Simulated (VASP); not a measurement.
Runs of VASP 6.6.1 on Te. It takes space group R-3m (No. 166, trigonal). The conventional cell has a = 4.612 Å, b = 4.612 Å, c = 5.073 Å, α = 90.00°, β = 90.00°, γ = 120.00°. Te (site symmetry -3m) has 6 Te at 3.15 Å as nearest neighbours. This isn't the form of Te at room conditions, which is trigonal, of chains.

| level | gap on the mesh (eV) | pressure (GPa) | relaxed volume (Å³/atom) |
| --- | --- | --- | --- |
| BEEF-vdW | none | 0.0 | 33.79 |
| optB86b-vdW | none | 0.0 | 32.33 |
| rev-vdW-DF2 | none | 0.0 | (b) |
| vdW-DF | none | 0.0 | (c) |
| optB88-vdW | none | 0.0 | (a) |
| vdW-DF2 | none | 0.0 | 37.23 |
| vdW-DF-cx | none | 0.0 | 31.54 |
| optPBE-vdW | none | 0.0 | 33.66 |

Alike in all rows: task relaxation of cell and atoms; potentials or basis VASP PAW PBE potentials, release 64 (Te); no spin polarisation; cell relaxed; k mesh 9 × 9 × 9; cutoff (eV) 600; smearing fermi-dirac 0.05 eV.

Task: Estimate the missing entries.

Result: (a) 33.18; (b) 32.41; (c) 35.07.

Caveats: the PAW data sets were made with another functional, which shifts forces and pressure a little; the volume moved by over 15 % at a fixed basis, so the end points are rough (some runs).

A k mesh can miss the band edges, and the runs leave out spin-orbit coupling on Te.

A gap of «none» marks a metal or a gap under the smearing width.

Runs at the PBE level aren't shown here.
